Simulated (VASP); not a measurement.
**SrO (strained rocksalt): one r²SCAN single-point calculation in two programs**

```
Sr O
1.0
     0.08600    2.66589    2.66589
     2.66589    0.08600    2.66589
     2.66589    2.66589    0.08600
Sr O
1 1
Direct
  0.00000 0.00000 0.00000
  0.50000 0.50000 0.50000
```

Datasets and cutoffs are each program's own. VASP's cell holds 16 valence electrons and Ansatz's 16. Ansatz's stress includes a Pulay correction; VASP's doesn't.

Cutoffs: 520 eV in VASP, 500 eV in Ansatz. k meshes: 8×8×8 and 8×8×8.

```
                               VASP    Ansatz
gap between bands v and c   3.71 eV   3.75 eV
         least direct gap   3.83 eV   3.86 eV
                 pressure  -3.8 GPa  -4.2 GPa
```

Band v is the last that the valence electrons fill when counted band by band, and c is the next. Levels in eV from the top of v, Ansatz:

| point | v−1 | v | c | c+1 |
| --- | --- | --- | --- | --- |
| Γ | 0.00 | 0.00 | 4.16 | 6.30 |
| X | -0.20 | -0.11 | 3.75 | 8.04 |
| K | -0.56 | -0.50 | 5.07 | 8.24 |
| L | -0.90 | -0.90 | 6.69 | 8.46 |
| W | -0.53 | -0.47 | 6.29 | 6.42 |

VASP:

```json
{"point": "Γ", "v−1": "0.00", "v": "0.00", "c": "4.15", "c+1": "6.25"}
{"point": "X", "v−1": "-0.21", "v": "-0.12", "c": "3.71", "c+1": "7.99"}
{"point": "K", "v−1": "-0.59", "v": "-0.51", "c": "5.04", "c+1": "8.23"}
{"point": "L", "v−1": "-0.92", "v": "-0.92", "c": "6.65", "c+1": "8.50"}
{"point": "W", "v−1": "-0.56", "v": "-0.50", "c": "6.26", "c+1": "6.40"}
```
